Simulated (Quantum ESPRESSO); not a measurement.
GaP under changes of volume

One of the cells (20.240 Å³/atom); the others are scaled copies at fixed shape and fractional positions:

```
CELL_PARAMETERS angstrom
0.00000 2.72525 2.72525
2.72525 0.00000 2.72525
2.72525 2.72525 0.00000
ATOMIC_POSITIONS crystal
Ga 0.00000 0.00000 0.00000
P 0.75000 0.75000 0.75000
```

| Property | Result |
| --- | --- |
| Program | Quantum ESPRESSO 7.5 |
| Functional | PBEsol |
| Potentials or basis | PseudoDojo 0.4.1 SR PBEsol standard |
| Cutoff | 1088 eV |
| Density cutoff | 4354 eV |
| k mesh | 8 × 8 × 8 |
| Occupations | fermi-dirac, width 0.05 eV |
| Spin | no spin polarisation |

| volume (Å³/atom) | energy over the lowest point (meV/atom) | pressure (GPa) | gap on the mesh (eV) |
| --- | --- | --- | --- |
| 19.026 | 17.24 | 5.3 | 1.38 |
| 19.431 | 6.48 | 3.2 | 1.43 |
| 19.836 | 0.91 | 1.2 | 1.48 |
| 20.240 | 0.00 | -0.5 | 1.52 |
| 20.645 | 3.26 | -2.1 | 1.52 |
| 21.050 | ? | ? | ? |
| 21.455 | 20.60 | -4.7 | 1.27 |

**Question.** What does the run at 21.050 Å³/atom give?

**Answer.** Energy over the lowest point 10.26 meV/atom; pressure -3.5 GPa; gap on the mesh 1.42 eV.

Worked out: A Birch-Murnaghan fit of order 3 (a polynomial in V^(-2/3)) to the other rows has its minimum at 20.12 Å³/atom with B0 = V·E''(V) = 85 GPa and B' = 4.5. It gives 10.25 meV/atom at 21.050 Å³/atom, against the run's 10.26, and -dE/dV = -3.5 GPa, against -3.5. A parabola through the other rows of the gap, of slope -5.02 eV per unit of ln V there, gives 1.40 eV, against the run's 1.42.

Energies are extrapolated to zero smearing.

A mesh can miss the band edges. Spin-orbit coupling on Ga is left out.
